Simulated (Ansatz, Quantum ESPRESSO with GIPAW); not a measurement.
# 13C and 17O NMR of CO2, calculated

Aim: the magnetic shielding tensor of every site in CO2 and the field gradients at its nuclei.

Method: DFT, PBEsol, plane-wave PAW (pslibrary 1.0.0 recipes), scalar-relativistic, GIPAW; a patched development version of the program, in Quantum ESPRESSO with GIPAW 8.0dev (patched build).

## Step 1: The starting structure

It takes space group P4_12_12 (No. 92, tetragonal). Conventional cell: a = 5.069 Å, b = 5.069 Å, c = 7.232 Å, α = 90.00°, β = 90.00°, γ = 90.00°. Nearest to O lie 1 C at 1.17 Å. Nearest to C lie 2 O at 1.17 Å. Farther neighbours and most contacts between anions are not listed.

The cell is a computed entry of the Materials Project; it need not be the form that is stable at ambient conditions.

This structure had its atoms relaxed beforehand (DFT, PBEsol, plane-wave PAW (pslibrary 1.0.0 recipes), Quantum ESPRESSO with GIPAW), starting from the database entry, since shieldings follow bond lengths closely.

## Step 2: Self-consistent run

First the ground state. The response equations take the occupied wavefunctions as exact, so conv_thr is set much tighter than for an energy. No empty states are asked for: the response is solved without them. The mesh has a spacing of 0.44 Å⁻¹ at most. The PAW files were made with ld1.x from the pslibrary 1.0.0 recipes, with GIPAW reconstruction switched on.

scf.in reads:

```
&control
  calculation = 'scf'
  prefix = 'x'
  outdir = './tmp/'
  pseudo_dir = './'
/
&system
  ibrav = 0
  nat = 12
  ntyp = 2
  ecutwfc = 55
  ecutrho = 330
  nbnd = 32
/
&electrons
  conv_thr = 1.0d-10
  mixing_beta = 0.7
  electron_maxstep = 100
/
ATOMIC_SPECIES
  O 15.999 O.pbesol-n-kjpaw_psl.1.0.0-gipaw.UPF
  C 12.011 C.pbesol-n-kjpaw_psl.1.0.0-gipaw.UPF
CELL_PARAMETERS angstrom
  5.06931100 0.00000000 0.00000000
  0.00000000 5.06931100 0.00000000
  0.00000000 0.00000000 7.23202500
ATOMIC_POSITIONS crystal
  O 0.16784160 0.15867957 0.24786508
  O 0.83215840 0.84132043 0.74786508
  O 0.34132043 0.66784160 0.49786508
  O 0.65867957 0.33215840 -0.00213492
  O 0.15867957 0.16784160 0.75213492
  O 0.84132043 0.83215840 0.25213492
  O 0.33215840 0.65867957 1.00213492
  O 0.66784160 0.34132043 0.50213492
  C 0.49523540 0.49523540 -0.00000000
  C 0.50476460 0.50476460 0.50000000
  C 0.00476460 0.99523540 0.25000000
  C 0.99523540 0.00476460 0.75000000
K_POINTS automatic
  3 3 2 1 1 1
```

On the command line:

```sh
mpirun -np 4 pw.x -nk 4 -in scf.in > scf.out
```

What it wrote:

```text
using ibrav=0 with symmetry is DISCOURAGED, use correct ibrav instead

     suboptimal parallelization: some nodes have no k-points

     bravais-lattice index     =            0
     lattice parameter (alat)  =       9.5796  a.u.
     unit-cell volume          =    1254.1642 (a.u.)^3
     number of atoms/cell      =           12
     number of atomic types    =            2
     number of electrons       =        64.00
     number of Kohn-Sham states=           32
     kinetic-energy cutoff     =      55.0000  Ry
     charge density cutoff     =     330.0000  Ry
     scf convergence threshold =      1.0E-10
     mixing beta               =       0.7000
     number of iterations used =            8  plain     mixing
     Exchange-correlation= SLA-PW-PSX-PSC
                           (   1   4  10   8   0   0   0)
[...]
O                 6.00    15.99900     O ( 1.00)
     C                 4.00    12.01100     C ( 1.00)

      8 Sym. Ops. (no inversion) found ( 6 have fractional translation)
[...]
number of k points=     3
[...]
Dense  grid:   126943 G-vectors     FFT dimensions: (  60,  60,  80)

     Smooth grid:    69117 G-vectors     FFT dimensions: (  48,  48,  72)

     Check: negative core charge=   -0.000007

     Initial potential from superposition of free atoms

     starting charge      63.9998, renormalised to      64.0000
     Starting wfcs are   48 randomized atomic wfcs

     Self-consistent Calculation

     iteration #  1     ecut=    55.00 Ry     beta= 0.70
     Davidson diagonalization with overlap
     ethr =  1.00E-02,  avg # of iterations =  2.0

     total energy              =    -400.47611981 Ry
     estimated scf accuracy    <       1.67030096 Ry

     iteration #  2     ecut=    55.00 Ry     beta= 0.70
     Davidson diagonalization with overlap
     ethr =  2.61E-03,  avg # of iterations = 10.3

     total energy              =    -401.41399462 Ry
     estimated scf accuracy    <       1.88886406 Ry

     iteration #  3     ecut=    55.00 Ry     beta= 0.70
     Davidson diagonalization with overlap
     ethr =  2.61E-03,  avg # of iterations =  1.3

     total energy              =    -400.99333619 Ry
     estimated scf accuracy    <       0.62825617 Ry

[...]
total energy              =    -401.71434044 Ry
[...]
iteration # 48     ecut=    55.00 Ry     beta= 0.70
     Davidson diagonalization with overlap
     ethr =  9.52E-13,  avg # of iterations =  2.0

     total energy              =    -401.71434044 Ry
     estimated scf accuracy    <          3.7E-10 Ry

     iteration # 49     ecut=    55.00 Ry     beta= 0.70
     Davidson diagonalization with overlap
     ethr =  5.74E-13,  avg # of iterations =  6.0

     End of self-consistent calculation
     [one-electron energies left out]

!    total energy              =    -401.71434044 Ry
     total all-electron energy =     -1503.728888 Ry
     estimated scf accuracy    <          5.7E-12 Ry

     The total energy is the sum of the following terms:
     one-electron contribution =    -196.42128686 Ry
     hartree contribution      =     122.58702863 Ry
     xc contribution           =     -76.14724564 Ry
     ewald contribution        =    -154.66200517 Ry
     one-center paw contrib.   =     -97.07083140 Ry

     convergence has been achieved in  49 iterations
[...]
JOB DONE.
```

It took 70 s on 4 MPI ranks of Arm Neoverse V1, shared host; peak memory 0.61 GiB; 4.6 min of CPU time.

It converged in 49 cycles to an estimated accuracy of 6e-12 Ry, on 3 irreducible k-points.

## Step 3: Magnetic response

A uniform field breaks periodicity, so gipaw.x applies it as a wave of small q and takes the limit. It solves for the first-order states, builds the induced current and gets the field at each nucleus by Biot–Savart; the PAW spheres add what the smooth waves miss near the nuclei. pawproj makes the reconstruction use the PAW data sets' own projectors.

nmr.in reads:

```
&inputgipaw
  job = 'nmr'
  prefix = 'x'
  tmp_dir = './tmp/'
  restart_mode = 'from_scratch'
  verbosity = 'low'
  q_gipaw = 0.01
  spline_ps = .true.
  conv_threshold = 1.0d-11
  use_nmr_macroscopic_shape = .false.
  pawproj(1) = .true.
  pawproj(2) = .true.
/
```

On the command line:

```sh
mpirun -np 4 gipaw.x -in nmr.in > nmr.out
```

What it wrote:

```text
[banner, memory and clock lines left out]
[a note of our patched build left out]

     Parallelizing q-star over 1 images

     IMPORTANT: XC functional enforced from input :
     Exchange-correlation= PBESOL
                           (   1   4  10   8   0   0   0)
     Any further DFT definition will be discarded
     Please, verify this is what you really want

     Check: negative core charge=   -0.000007
[...]
alpha_pv=     40.8694 eV

     spline_ps is .false., expect some extrapolation errors

     q-space interpolation up to    66.00 Rydberg

     GIPAW job: nmr
     NMR macroscopic correction: no
[...]
Computing the magnetic susceptibility     isolve=0    ethr=  0.1000E-10
     Starting from scratch
     k-point #    1 of     3      pool #  1    cpu time:       0.6
[...]
End of magnetic susceptibility calculation

     f-sum rule (1st term):
           -60.0007          0.0000          0.0000
             0.0000        -60.0007          0.0000
             0.0000          0.0000        -59.9506

     f-sum rule (2nd term):
            -1.4089          0.0000          0.0000
             0.0000         -1.4089          0.0000
             0.0000          0.0000         -1.4572

     f-sum rule (should be   -61.4060):
           -61.4096          0.0000          0.0000
             0.0000        -61.4096          0.0000
             0.0000          0.0000        -61.4078

[... susceptibilities left out ...]
     Contributions to the NMR chemical shifts: -------------------------------

     Macroscopic shape contribution in ppm:                    0.00
             0.0000          0.0000          0.0000
             0.0000          0.0000          0.0000
             0.0000          0.0000          0.0000

     Core contribution in ppm:

     Atom  1  O   pos: (  0.167842  0.158680  0.353611)  core sigma:         270.50
     Atom  2  O   pos: (  0.832158  0.841320  1.066926)  core sigma:         270.50
     Atom  3  O   pos: (  0.341320  0.667842  0.710269)  core sigma:         270.50
     Atom  4  O   pos: (  0.658680  0.332158 -0.003046)  core sigma:         270.50
     Atom  5  O   pos: (  0.158680  0.167842  1.073017)  core sigma:         270.50
     Atom  6  O   pos: (  0.841320  0.832158  0.359703)  core sigma:         270.50
     Atom  7  O   pos: (  0.332158  0.658680  1.429675)  core sigma:         270.50
     Atom  8  O   pos: (  0.667842  0.341320  0.716360)  core sigma:         270.50
     Atom  9  C   pos: (  0.495235  0.495235  0.000000)  core sigma:         199.99
     Atom 10  C   pos: (  0.504765  0.504765  0.713314)  core sigma:         199.99
     Atom 11  C   pos: (  0.004765  0.995235  0.356657)  core sigma:         199.99
     Atom 12  C   pos: (  0.995235  0.004765  1.069972)  core sigma:         199.99

     Bare contribution in ppm:

     Atom  1  O   pos: (  0.167842  0.158680  0.353611)  bare sigma:          50.97
[...]
Atom  2  O   pos: (  0.832158  0.841320  1.066926)  bare sigma:          50.97
[...]
Atom  3  O   pos: (  0.341320  0.667842  0.710269)  bare sigma:          50.97
[...]
Atom  4  O   pos: (  0.658680  0.332158 -0.003046)  bare sigma:          50.97
[...]
Atom  5  O   pos: (  0.158680  0.167842  1.073017)  bare sigma:          50.97
[...]
Atom  6  O   pos: (  0.841320  0.832158  0.359703)  bare sigma:          50.97
[...]
Atom  7  O   pos: (  0.332158  0.658680  1.429675)  bare sigma:          50.97
[...]
Atom  8  O   pos: (  0.667842  0.341320  0.716360)  bare sigma:          50.97
[...]
Atom  9  C   pos: (  0.495235  0.495235  0.000000)  bare sigma:         -53.69
[...]
Atom 10  C   pos: (  0.504765  0.504765  0.713314)  bare sigma:         -53.69
[...]
Atom 11  C   pos: (  0.004765  0.995235  0.356657)  bare sigma:         -53.69
[...]
Atom 12  C   pos: (  0.995235  0.004765  1.069972)  bare sigma:         -53.69
[...]
Diamagnetic contribution in ppm:

     Atom  1  O   pos: (  0.167842  0.158680  0.353611)  dia sigma:          17.18
[...]
Atom  2  O   pos: (  0.832158  0.841320  1.066926)  dia sigma:          17.18
[...]
Atom  3  O   pos: (  0.341320  0.667842  0.710269)  dia sigma:          17.18
[...]
Atom  4  O   pos: (  0.658680  0.332158 -0.003046)  dia sigma:          17.18
[...]
Atom  5  O   pos: (  0.158680  0.167842  1.073017)  dia sigma:          17.18
[...]
Atom  6  O   pos: (  0.841320  0.832158  0.359703)  dia sigma:          17.18
[...]
Atom  7  O   pos: (  0.332158  0.658680  1.429675)  dia sigma:          17.18
[...]
Atom  8  O   pos: (  0.667842  0.341320  0.716360)  dia sigma:          17.18
[...]
Atom  9  C   pos: (  0.495235  0.495235  0.000000)  dia sigma:           4.68
[...]
Atom 10  C   pos: (  0.504765  0.504765  0.713314)  dia sigma:           4.68
[...]
Atom 11  C   pos: (  0.004765  0.995235  0.356657)  dia sigma:           4.68
[...]
Atom 12  C   pos: (  0.995235  0.004765  1.069972)  dia sigma:           4.68
[...]
Paramagnetic contribution in ppm:

     Atom  1  O   pos: (  0.167842  0.158680  0.353611)  para sigma:          52.36
[...]
Atom  2  O   pos: (  0.832158  0.841320  1.066926)  para sigma:          52.36
[...]
Atom  3  O   pos: (  0.341320  0.667842  0.710269)  para sigma:          52.36
[...]
Atom  4  O   pos: (  0.658680  0.332158 -0.003046)  para sigma:          52.36
[...]
Atom  5  O   pos: (  0.158680  0.167842  1.073017)  para sigma:          52.36
[...]
Atom  6  O   pos: (  0.841320  0.832158  0.359703)  para sigma:          52.36
[...]
Atom  7  O   pos: (  0.332158  0.658680  1.429675)  para sigma:          52.36
[...]
Atom  8  O   pos: (  0.667842  0.341320  0.716360)  para sigma:          52.36
[...]
Atom  9  C   pos: (  0.495235  0.495235  0.000000)  para sigma:         -82.97
[...]
Atom 10  C   pos: (  0.504765  0.504765  0.713314)  para sigma:         -82.97
[...]
Atom 11  C   pos: (  0.004765  0.995235  0.356657)  para sigma:         -82.97
[...]
Atom 12  C   pos: (  0.995235  0.004765  1.069972)  para sigma:         -82.97
[...]
Paramagnetic US occ-occ contribution in ppm:

     Atom  1  O   pos: (  0.167842  0.158680  0.353611)  para_oo sigma:          -3.40
[...]
Atom  2  O   pos: (  0.832158  0.841320  1.066926)  para_oo sigma:          -3.40
[...]
Atom  3  O   pos: (  0.341320  0.667842  0.710269)  para_oo sigma:          -3.40
[...]
Atom  4  O   pos: (  0.658680  0.332158 -0.003046)  para_oo sigma:          -3.40
[...]
Atom  5  O   pos: (  0.158680  0.167842  1.073017)  para_oo sigma:          -3.40
[...]
Atom  6  O   pos: (  0.841320  0.832158  0.359703)  para_oo sigma:          -3.40
[...]
Atom  7  O   pos: (  0.332158  0.658680  1.429675)  para_oo sigma:          -3.40
[...]
Atom  8  O   pos: (  0.667842  0.341320  0.716360)  para_oo sigma:          -3.40
[...]
Atom  9  C   pos: (  0.495235  0.495235  0.000000)  para_oo sigma:          -1.00
[...]
Atom 10  C   pos: (  0.504765  0.504765  0.713314)  para_oo sigma:          -1.00
[...]
Atom 11  C   pos: (  0.004765  0.995235  0.356657)  para_oo sigma:          -1.00
[...]
Atom 12  C   pos: (  0.995235  0.004765  1.069972)  para_oo sigma:          -1.00
[...]
Paramagnetic US L_R Q_R contribution in ppm:

     Atom  1  O   pos: (  0.167842  0.158680  0.353611)  para_lq sigma:        -206.97
[...]
Atom  2  O   pos: (  0.832158  0.841320  1.066926)  para_lq sigma:        -206.97
[...]
Atom  3  O   pos: (  0.341320  0.667842  0.710269)  para_lq sigma:        -206.97
[...]
Atom  4  O   pos: (  0.658680  0.332158 -0.003046)  para_lq sigma:        -206.97
[...]
Atom  5  O   pos: (  0.158680  0.167842  1.073017)  para_lq sigma:        -206.97
[...]
Atom  6  O   pos: (  0.841320  0.832158  0.359703)  para_lq sigma:        -206.97
[...]
Atom  7  O   pos: (  0.332158  0.658680  1.429675)  para_lq sigma:        -206.97
[...]
Atom  8  O   pos: (  0.667842  0.341320  0.716360)  para_lq sigma:        -206.97
[...]
Atom  9  C   pos: (  0.495235  0.495235  0.000000)  para_lq sigma:         -27.50
[...]
Atom 10  C   pos: (  0.504765  0.504765  0.713314)  para_lq sigma:         -27.50
[...]
Atom 11  C   pos: (  0.004765  0.995235  0.356657)  para_lq sigma:         -27.50
[...]
Atom 12  C   pos: (  0.995235  0.004765  1.069972)  para_lq sigma:         -27.50
[...]
Total NMR chemical shifts in ppm: ---------------------------------------
     (adopting the Simpson convention for anisotropy and asymmetry)-----------

     Atom  1  O   pos: (  0.167842  0.158680  0.353611)  Total sigma:         180.64
           232.8912        156.4689         -3.1145
           155.8601        233.4257         -3.1193
            -3.1898         -3.2085         75.5998

     O       1    anisotropy:    313.12    eta:    0.0070
[...]
Atom  2  O   pos: (  0.832158  0.841320  1.066926)  Total sigma:         180.64
[... its tensor is left out ...]
     Atom  3  O   pos: (  0.341320  0.667842  0.710269)  Total sigma:         180.64
[... its tensor is left out ...]
     Atom  4  O   pos: (  0.658680  0.332158 -0.003046)  Total sigma:         180.64
[... its tensor is left out ...]
     Atom  5  O   pos: (  0.158680  0.167842  1.073017)  Total sigma:         180.64
[... its tensor is left out ...]
     Atom  6  O   pos: (  0.841320  0.832158  0.359703)  Total sigma:         180.64
[... its tensor is left out ...]
     Atom  7  O   pos: (  0.332158  0.658680  1.429675)  Total sigma:         180.64
[... its tensor is left out ...]
     Atom  8  O   pos: (  0.667842  0.341320  0.716360)  Total sigma:         180.64
[... its tensor is left out ...]
     Atom  9  C   pos: (  0.495235  0.495235  0.000000)  Total sigma:          39.52
            97.8301       -175.6105         -3.2983
          -175.6105         97.8301          3.2983
            -3.3689          3.3689        -77.1017

     C       9    anisotropy:    350.98    eta:    0.0026
[...]
Atom 10  C   pos: (  0.504765  0.504765  0.713314)  Total sigma:          39.52
[... its tensor is left out ...]
     Atom 11  C   pos: (  0.004765  0.995235  0.356657)  Total sigma:          39.52
[... its tensor is left out ...]
     Atom 12  C   pos: (  0.995235  0.004765  1.069972)  Total sigma:          39.52
[... its tensor is left out ...]
```

Elapsed: 2.3 min, on 4 MPI ranks; peak memory 0.5 GiB; 9.2 min of CPU time.

The f-sum rule is met to 0.0036 of 61.4 (0.006 %). Converged shieldings require that this miss be small, but a small miss does not prove them.

From the symmetric part of each tensor, with principal values σ11 ≤ σ22 ≤ σ33: σ_iso is their mean, the span is σ33 − σ11 and the skew 3(σ_iso − σ22)/span. (gipaw.x prints an anisotropy in another convention.)

| site | atom no. | atoms in cell | σ_iso (ppm) | span (ppm) | skew |
| --- | --- | --- | --- | --- | --- |
| O | 1 | 8 | 180.6 | 313.9 | 0.99 |
| C | 9 | 4 | 39.5 | 351.3 | 1.00 |

The macroscopic shape term is switched off. For a spherical sample the valence susceptibility of this run would add about 7 ppm to every site, a rough estimate, since the susceptibility converges slowly and lacks part of the PAW terms. Differences within the crystal don't depend on it, but shieldings of different compounds can't be compared to better than a few ppm without it.

In this run the largest span is that of C (site symmetry 2), with principal values -77.8, -77.2 and 273.5 ppm. On O the most shielded direction lies along its short bond to C: a field along the bond can't mix the bonding orbital with those across it, so the paramagnetic term is smallest there.

(Continued in part 2 of 2.)

[Banner, clock, file and message-heading lines were taken out of the pw.x and gipaw.x logs.]

[Logs are printed without paths, hosts, clocks, repeated set-up lines and the standing remarks that a program may print on its own settings, such as how far it seeks lower states.]

[Hosts, paths, dates, database ids (printed as entryN), source tags and the programs' standing remarks are cut or masked in the printed files.]

[Where no reference line passes its bar on scatter, no shift is given, so a measured shift of this compound may stand uncompared.]
